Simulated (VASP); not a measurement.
Input of a VASP 6.6.1 run:

INCAR

```
ALGO     = Normal         # electronic algorithm
EDIFF    = 1E-6           # SCF threshold, eV
EDIFFG   = -0.01          # ionic threshold
ENCUT    = 600            # plane-wave cutoff, eV
GGA      = PE             # functional
IBRION   = 2              # ionic algorithm
ISIF     = 3              # what is computed and relaxed
ISMEAR   = 1              # smearing method
LASPH    = T              # aspherical terms in the spheres
LCHARG   = F              # write CHGCAR
LREAL    = F              # projectors in reciprocal space
LWAVE    = F              # write WAVECAR
NELM     = 80             # most SCF steps
NSW      = 90             # ionic steps
PREC     = Accurate       # precision mode
SIGMA    = 0.1            # smearing width, eV
```

The input KPOINTS:

```
k-points
0
Gamma
  15 15 7
```

The input POSCAR:

```
Zr
1.0
    3.2320000000      0.0000000000      0.0000000000
   -1.6160000000      2.7989941000      0.0000000000
    0.0000000000      0.0000000000      5.1470000000
Zr
2
Direct
    0.3333333300      0.6666666700      0.2500000000
    0.6666666700      0.3333333300      0.7500000000
```

Potentials or basis: VASP PAW PBE potentials, release 64 (Zr_sv).

Run with:

```sh
$ cat potpaw_PBE.64/Zr_sv/POTCAR > POTCAR
$ mpirun -np 1 vasp_std > vasp.out
```

Predict the relaxed volume.

23.39 Å³/atom.

Predict the relaxed cell.

a = 3.233 Å, b = 3.233 Å, c = 5.166 Å, α = 90.00°, β = 90.00°, γ = 120.00°.

What does it give for the space group after relaxing (to 0.05 Å)?

P6_3/mmc (No. 194).

What does it give for the band gap on the k mesh?

None (metal or under the smearing width).

Step by step:
```
step  energy change (eV)  largest force (eV/Å)  pressure (GPa)  volume (Å³)
   1              0.0000                0.0000            0.46        46.56
   2             -0.0001                0.0000           -0.47        47.01
   3             -0.0004                0.0000           -0.05        46.80
   4             -0.0005                0.0000           -0.01        46.78
```

PBE usually gives volumes a little too large and moduli too small. Zero-point motion and thermal expansion aren't in these numbers.
